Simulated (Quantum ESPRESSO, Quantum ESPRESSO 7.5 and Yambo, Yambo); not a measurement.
**A GW chain in Yambo: InP (F-43m)**

Aim: the G0W0 gap of InP (F-43m) on PBE, step by step.

Method: PBE and many-body steps on it, plane waves, in Quantum ESPRESSO 7.5 and Yambo 5.3.0.

Report form: the programs' logs are mostly left out.

The database entry behind the starting cell differs from later determinations by our own check (0.1 to 0.3 % short, probably kX units), so it need not match the best structure at ambient conditions.

### 1. The starting structure

The structure is cubic, space group F-43m (No. 216). The conventional cell has a = 5.861 Å, b = 5.861 Å, c = 5.861 Å, α = 90.00°, β = 90.00°, γ = 90.00°. In has 4 P at 2.54 Å nearest. P has 4 In at 2.54 Å nearest. Farther neighbours are not listed.

The cell and positions come from the Crystallography Open Database and are kept as given unless a step says otherwise.

### 2. Ground state

This step: Quantum ESPRESSO 7.5; DFT, PBE, plane waves, norm-conserving pseudopotentials.

The ground-state density comes first.

Contents of pw.in:

```
&control
  calculation = 'scf'
  prefix = 'x'
  outdir = 'o'
  pseudo_dir = 'pseudo'
/
&system
  ibrav = 0
  nat = 2
  ntyp = 2
  ecutwfc = 80.0
  nbnd = 18
  force_symmorphic = .true.
/
&electrons
  conv_thr = 1e-10
  electron_maxstep = 80
  mixing_beta = 0.5
/
ATOMIC_SPECIES
  In 114.82 In.upf
  P 30.974 P.upf
CELL_PARAMETERS angstrom
  -0.0000000000 2.9305000000 2.9305000000
  2.9305000000 -0.0000000000 2.9305000000
  2.9305000000 2.9305000000 -0.0000000000
ATOMIC_POSITIONS crystal
  In 0.0000000000 0.0000000000 0.0000000000
  P 0.2500000000 0.2500000000 0.2500000000
K_POINTS automatic
  6 6 6 0 0 0
```

The run is started by

```bash
OMP_NUM_THREADS=1 mpirun -n 4 pw.x -nk 4 -in pw.in > pw.out
```

Elapsed: 6.1 s, on 4 MPI ranks of Arm Neoverse V1, shared host; peak memory 0.28 GiB; 24 s of CPU time.

Numbers from this step:

| Property | Result |
| --- | --- |
| total energy | -5616.0406 eV |
| gap | 0.7080 eV |
| k of the valence top | 0, 0, 0 |
| k of the conduction bottom | 0, 0, 0 |
| least direct gap | 0.7080 eV |

The gap is direct, at Γ.

### 3. Bands along the symmetry lines

Levels along a band path, at the cheap level, show where the edges lie and whether the meshes to come will hold them.

Contents of pw.in:

```
&control
  calculation = 'bands'
  prefix = 'x'
  outdir = 'o'
  pseudo_dir = 'pseudo'
/
&system
  ibrav = 0
  nat = 2
  ntyp = 2
  ecutwfc = 80.0
  nbnd = 19
  force_symmorphic = .true.
/
&electrons
  conv_thr = 1e-9
  electron_maxstep = 80
  diago_full_acc = .true.
  diago_thr_init = 5e-6
/
ATOMIC_SPECIES
  In 114.82 In.upf
  P 30.974 P.upf
CELL_PARAMETERS angstrom
  -0.0000000000 2.9305000000 2.9305000000
  2.9305000000 -0.0000000000 2.9305000000
  2.9305000000 2.9305000000 -0.0000000000
ATOMIC_POSITIONS crystal
  In 0.0000000000 0.0000000000 0.0000000000
  P 0.2500000000 0.2500000000 0.2500000000
K_POINTS crystal
  50
  0.00000000 0.00000000 0.00000000 1
  -0.06250000 -0.06250000 0.00000000 1
  -0.12500000 -0.12500000 0.00000000 1
  -0.18750000 -0.18750000 0.00000000 1
  -0.25000000 -0.25000000 0.00000000 1
  -0.31250000 -0.31250000 0.00000000 1
  -0.37500000 -0.37500000 0.00000000 1
  -0.43750000 -0.43750000 0.00000000 1
  -0.50000000 -0.50000000 0.00000000 1
  -0.48437500 -0.48437500 0.03125000 1
  -0.46875000 -0.46875000 0.06250000 1
  -0.45312500 -0.45312500 0.09375000 1
  -0.43750000 -0.43750000 0.12500000 1
  -0.42187500 -0.42187500 0.15625000 1
  -0.40625000 -0.40625000 0.18750000 1
  -0.39062500 -0.39062500 0.21875000 1
  -0.37500000 -0.37500000 0.25000000 1
  -0.37500000 0.00000000 0.37500000 1
  -0.32812500 0.00000000 0.32812500 1
  -0.28125000 0.00000000 0.28125000 1
  -0.23437500 0.00000000 0.23437500 1
  -0.18750000 0.00000000 0.18750000 1
  -0.14062500 0.00000000 0.14062500 1
  -0.09375000 0.00000000 0.09375000 1
  -0.04687500 0.00000000 0.04687500 1
  0.00000000 0.00000000 0.00000000 1
  0.00000000 0.00000000 0.06250000 1
  0.00000000 0.00000000 0.12500000 1
  0.00000000 0.00000000 0.18750000 1
  0.00000000 0.00000000 0.25000000 1
  0.00000000 0.00000000 0.31250000 1
  0.00000000 0.00000000 0.37500000 1
  0.00000000 0.00000000 0.43750000 1
  -0.00000000 -0.00000000 0.50000000 1
  -0.06250000 -0.03125000 0.46875000 1
  -0.12500000 -0.06250000 0.43750000 1
  -0.18750000 -0.09375000 0.40625000 1
  -0.25000000 -0.12500000 0.37500000 1
  -0.31250000 -0.15625000 0.34375000 1
  -0.37500000 -0.18750000 0.31250000 1
  -0.43750000 -0.21875000 0.28125000 1
  -0.50000000 -0.25000000 0.25000000 1
  -0.50000000 -0.28125000 0.21875000 1
  -0.50000000 -0.31250000 0.18750000 1
  -0.50000000 -0.34375000 0.15625000 1
  -0.50000000 -0.37500000 0.12500000 1
  -0.50000000 -0.40625000 0.09375000 1
  -0.50000000 -0.43750000 0.06250000 1
  -0.50000000 -0.46875000 0.03125000 1
  -0.50000000 -0.50000000 0.00000000 1
```

Run time: 5.4 s. Hardware: 4 MPI ranks; peak memory 0.23 GiB.

This step gave:

```
gap                        : 0.7080 eV
k of the valence top       : 0, 0, 0
k of the conduction bottom : 0, 0, 0
least direct gap           : 0.7080 eV
```

The gap is 0.708 eV, as in the run before at this level.

The electronic bands at the labelled points (eV, zero at the top of the highest filled band):

```tsv
point	band 10	band 11	band 12	band 13	band 14	band 15	band 16	band 17
Γ	-11.52	0.00	0.00	0.00	0.71	4.09	4.09	4.09
halfway	-10.62	-3.34	-1.41	-1.41	2.49	3.13	6.38	6.38
X	-9.14	-5.75	-2.32	-2.32	1.76	2.27	9.23	9.59
halfway	-9.13	-5.71	-2.75	-2.22	2.04	2.87	8.40	8.71
U	-9.15	-5.61	-3.30	-1.94	2.36	4.39	7.52	7.54
jump to K	-9.15	-5.61	-3.30	-1.94	2.36	4.39	7.52	7.54
halfway	-10.53	-3.80	-2.01	-0.57	2.84	4.69	4.99	5.22
Γ	-11.52	0.00	0.00	0.00	0.71	4.09	4.09	4.09
halfway	-10.84	-3.44	-0.56	-0.56	1.79	4.79	4.79	5.33
L	-9.80	-5.73	-0.97	-0.97	1.50	4.81	4.81	7.12
halfway	-9.48	-5.54	-2.69	-1.63	3.17	4.18	5.88	7.23
W	-9.06	-5.60	-2.95	-2.91	4.29	4.38	5.57	6.21
halfway	-9.10	-5.68	-2.65	-2.64	2.69	3.10	7.66	7.75
X	-9.14	-5.75	-2.32	-2.32	1.76	2.27	9.23	9.59
```

### 4. Empty states on the mesh, 4×4×4 mesh, 127 bands

The sums over transitions need many empty states on a uniform mesh; this step solves for them.

Contents of pw.in:

```
&control
  calculation = 'nscf'
  prefix = 'x'
  outdir = 'o'
  pseudo_dir = 'pseudo'
/
&system
  ibrav = 0
  nat = 2
  ntyp = 2
  ecutwfc = 80.0
  nbnd = 127
  force_symmorphic = .true.
/
&electrons
  conv_thr = 1e-9
  electron_maxstep = 80
  diago_full_acc = .true.
  diago_thr_init = 5e-6
/
ATOMIC_SPECIES
  In 114.82 In.upf
  P 30.974 P.upf
CELL_PARAMETERS angstrom
  -0.0000000000 2.9305000000 2.9305000000
  2.9305000000 -0.0000000000 2.9305000000
  2.9305000000 2.9305000000 -0.0000000000
ATOMIC_POSITIONS crystal
  In 0.0000000000 0.0000000000 0.0000000000
  P 0.2500000000 0.2500000000 0.2500000000
K_POINTS automatic
  4 4 4 0 0 0
```

It took 9.2 s on 4 MPI ranks; peak memory 0.38 GiB.

This step gave:

- gap: 0.7080 eV
- k of the valence top: 0, 0, 0
- k of the conduction bottom: 0, 0, 0
- least direct gap: 0.7080 eV
- k points computed: 8
- lowest point of the top converged band, above the valence top: 89.2513 eV

On this mesh the gap is 0.708 eV.

### 5. Conversion and set-up

This step: Yambo 5.3.0; conversion and set-up on PBE, plane waves, norm-conserving pseudopotentials.

The states are converted to the many-body program's format and the q mesh is built.

The run is started by

```bash
(cd o/x.save; p2y > p2y.log; mv SAVE ../..); yambo > setup.log
```

The job ended after 2.8 s (1 MPI rank; peak memory 0.25 GiB).

### 6. Screening and self-energy, 4×4×4 mesh, 127 bands, screening to 197.3 eV

Now the one-shot GW correction: screening in the RPA, then the self-energy of the levels asked for.

This step: G0W0 on PBE, plane waves, norm-conserving pseudopotentials.

Contents of gw1.in:

```
HF_and_locXC
gw0
dyson
ppa
em1d
rim_cut
RandQpts= 1000000
RandGvec= 1 RL
EXXRLvcs= 80 Ry
VXCRLvcs= 320 Ry
Chimod= "HARTREE"
% BndsRnXp
 1 | 127 |
%
NGsBlkXp= 14.5 Ry
% LongDrXp
 1 | 1 | 1 |
%
% GbndRnge
 1 | 127 |
%
DysSolver= "n"
ExtendOut
PPAPntXp= 27.21138 eV
% QPkrange
 1 | 8 | 10 | 17 |
%
```

The run is started by

```bash
OMP_NUM_THREADS=1 mpirun -n 4 yambo -F gw1.in -J gw1 -C gw1 > gw1.log
```

Elapsed: 10 min, on 4 MPI ranks; peak memory 1.7 GiB; 42 min of CPU time.

This step gave:

```yaml
g0w0_gap_on_the_mesh: 1.398 eV
starting_gap_on_the_mesh: 0.7080 eV
k_of_the_valence_top: 0, 0, 0
k_of_the_conduction_bottom: 0, 0, 0
least_direct_g0w0_gap_on_the_computed_points: 1.398 eV
z_at_the_valence_top: 0.7808
z_at_the_conduction_bottom: 0.7944
```

The gap on the mesh goes from 0.71 eV to 1.40 eV, a correction of +0.69 eV.

Limits: finite bands, cutoff and mesh; no spin-orbit coupling; coarse k mesh. v1 is the top filled band, c1 the lowest empty one. The levels before and after the correction (eV, zero at the valence-band top of each column):

```tsv
	conduction bottom	valence top
Kohn-Sham	0.71	0.00
G0W0	1.40	0.00
```

```tsv
	level	energy (eV)
Kohn-Sham	Γ v4	-11.518
Kohn-Sham	Γ v3-v1	0.000
Kohn-Sham	Γ c1	0.708
Kohn-Sham	Γ c2-c4	4.089
G0W0	Γ v4	-11.325
G0W0	Γ v3-v1	0.000
G0W0	Γ c1	1.398
G0W0	Γ c2-c4	4.877
```

### 7. Where the time went

Times are wall times on the hardware named with each run, good to a factor of about two.

```tsv
step	time	share	memory (GiB)
ground state	6.1 s	1 %	0.28
bands along the symmetry lines	5.4 s	1 %	0.23
empty states on the mesh	9.2 s	1 %	0.38
conversion and set-up	2.8 s	0 %	0.25
screening and self-energy	10 min	96 %	1.7
```

### 8. Results

```json
{
 "PBE gap": "0.71 eV, direct",
 "G0W0 gap on the mesh": "1.40 eV",
 "GW settings": "4×4×4 mesh, 127 bands, screening to 197.3 eV, Godby-Needs plasmon pole",
 "known limits": "not at the basis limit; no spin-orbit coupling; coarse k mesh"
}
```

What this shows: G0W0 moves the gap on the mesh from 0.71 eV to 1.40 eV (+0.69 eV), with Z of 0.78 and 0.79 at the edges. The dearest step here is «screening and self-energy». Bands and cutoff are finite, so the gap is not at the basis limit. The miss can reach some tenths of an eV and take either sign; the mesh is an error of its own. The 4×4×4 mesh is coarse for this cell, which bears on the long-range parts of exchange and screening. The many-body steps are scalar-relativistic: spin-orbit coupling is not in them.

[Paths, hosts, dates, memory and timing lines, banners, echoed tables and standing remarks are left out of the program output.]

[Logs are printed without paths, hosts, clocks, repeated set-up lines and the standing remarks that a program may print on its own settings, such as how far it seeks lower states.]

[Runs of the session that timed out or met a known fault of the program may be left out.]

[Hosts, paths, dates, database ids (printed as entryN), source tags and the programs' standing remarks are cut or masked in the printed files.]
